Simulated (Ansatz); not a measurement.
C under changes of volume

One of the cells (5.672 Å³/atom); the others are scaled copies at fixed shape and fractional positions:

```
C
1.0
     0.00000    1.78337    1.78337
     1.78337    0.00000    1.78337
     1.78337    1.78337    0.00000
C
2
Cartesian
  2.6751 2.6751 2.6751
  1.7834 1.7834 1.7834
```

This isn't the form of C at room conditions, which is graphite.

- Program: Ansatz 0.2.0
- Functional: PBE
- Potentials or basis: SSSP precision PAW
- Cutoff: 612 eV
- Density cutoff: 6123 eV
- k mesh: 13 × 13 × 13
- Occupations: fermi-dirac, width 0.05 eV
- Spin: no spin polarisation

```tsv
volume (Å³/atom)	energy over the lowest point (meV/atom)	pressure (GPa)	gap on the mesh (eV)
5.332	35.83	32.9	4.30
5.445	16.55	21.7	4.25
5.558	4.83	11.5	4.20
5.672	0.00	2.3	4.16
5.785	?	?	?
5.899	8.57	-13.9	4.07
6.012	20.90	-20.9	4.03
```

What does the run at 5.785 Å³/atom give?

Energy over the lowest point 1.43 meV/atom; pressure -6.2 GPa; gap on the mesh 4.12 eV.

Worked out: A Birch-Murnaghan fit of order 3 (a polynomial in V^(-2/3)) to the other rows has its minimum at 5.70 Å³/atom with B0 = V·E''(V) = 435 GPa and B' = 3.8. It gives 1.41 meV/atom at 5.785 Å³/atom, against the run's 1.43, and -dE/dV = -6.2 GPa, against -6.2. A straight line through the other rows of the gap, of slope -2.24 eV per unit of ln V, gives 4.11 eV, against the run's 4.12.

Energies are extrapolated to zero smearing.

Caveats: odd divisions of the mesh miss points on the zone boundary, where band edges often lie, so the gap on the mesh can be too wide.

A mesh can miss the band edges.
